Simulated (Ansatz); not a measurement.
Cu Kα1 powder pattern (kinematic, no thermal factors).
```
2θ (°)  relative intensity
 14.72                 100
 28.54                   7
 29.51                  45
 32.26                  25
 36.42                  49
 41.65                  17
 45.19                   3
 47.67                  29
 50.55                  22
 52.94                  21
 54.32                   3
 59.62                   6
 61.24                   4
 61.53                  10
 61.63                   3
 63.89                   9
 67.50                   4
 70.11                   5
 72.01                   8
 76.49                   1
 77.63                   2
 79.64                   1
 81.89                   5
 83.31                   3
 83.57                   4
 83.65                   8
 85.67                   8
 86.65                   2
 88.97                   4
```

The pattern is computed from a structure relaxed with DFT PBE, scalar-relativistic, plane waves, PAW (Ansatz 0.2.0). No spin polarisation. Its elements are As.

Problem. Give the structure.

Solution. As.
Space group P-3m1 (No. 164). a = 3.608 Å, b = 3.608 Å, c = 12.029 Å, α = 90.00°, β = 90.00°, γ = 120.00°
```tsv
atom	site	symmetry	x	y	z
As	2c	3m.	0.0000	0.0000	0.7997
As	2d	3m.	0.3333	0.6667	0.6841
```

A pattern alone doesn't exclude other cells with like lines; this is the one computed.

The cell was found from a structure generator's guess, not taken from experiment. No dispersion correction is applied, so the spacing between layers, chains or molecules is poorly fixed.
